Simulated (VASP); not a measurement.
Runs of VASP 6.6.1 on MoS2. Symmetry: P6_3/mmc, No. 194, hexagonal system. The conventional cell has a = 3.169 Å, b = 3.169 Å, c = 12.324 Å, α = 90.00°, β = 90.00°, γ = 120.00°. Around Mo (site symmetry -6m2) lie 6 S at 2.41 Å. Around S (site symmetry 3m) lie 3 Mo at 2.41 Å. 

```tsv
task	level	potentials or basis	spin	cell	k mesh	cutoff (eV)	smearing	gap on the mesh (eV)	pressure (GPa)	relaxed volume (Å³/atom)	largest force (eV/Å)
relaxation of cell and atoms	PBEsol	VASP PAW PBE potentials, release 64 (Mo_sv, S)	off	relaxed	10 × 10 × 3	600	fermi-dirac 0.05 eV	1.02	0.0	17.88	0.01
single point	PBE	VASP PAW PBE potentials, release 64 (Mo_sv, S)	off	as given	10 × 10 × 3	520	gaussian 0.011 eV	0.94	(b)	-	0.08
band structure	PBEsol	VASP PAW PBE potentials, release 64 (Mo_sv, S)	off	as given	10 × 10 × 3	520	fermi-dirac 0.05 eV	0.90	-	-	-
band structure	PBE	VASP PAW PBE potentials, release 64 (Mo_sv, S)	off	as given	10 × 10 × 3	520	fermi-dirac 0.05 eV	0.94	(a)	-	0.08
relaxation of cell and atoms	LDA	VASP PAW LDA potentials, release 64 (Mo_sv, S)	off	relaxed	10 × 10 × 3	600	fermi-dirac 0.05 eV	0.77	0.0	17.00	-
band structure	LDA	VASP PAW LDA potentials, release 64 (Mo_sv, S)	off	as given	10 × 10 × 3	520	fermi-dirac 0.05 eV	(c)	-	-	-
```

Question: Fill in the values left out.

Answer: (a) 1.8; (b) 1.9; (c) 0.86.

Caveats: this functional lacks dispersion, which binds the layers, so the pressure and a relaxed spacing across them are unreliable (some runs); an odd mesh through Γ misses points on the zone boundary, where band edges often lie (some runs); the PAW data sets were made with another functional, which shifts forces and pressure a little (some runs).

A k mesh can miss the band edges, and the runs leave out spin-orbit coupling on Mo.
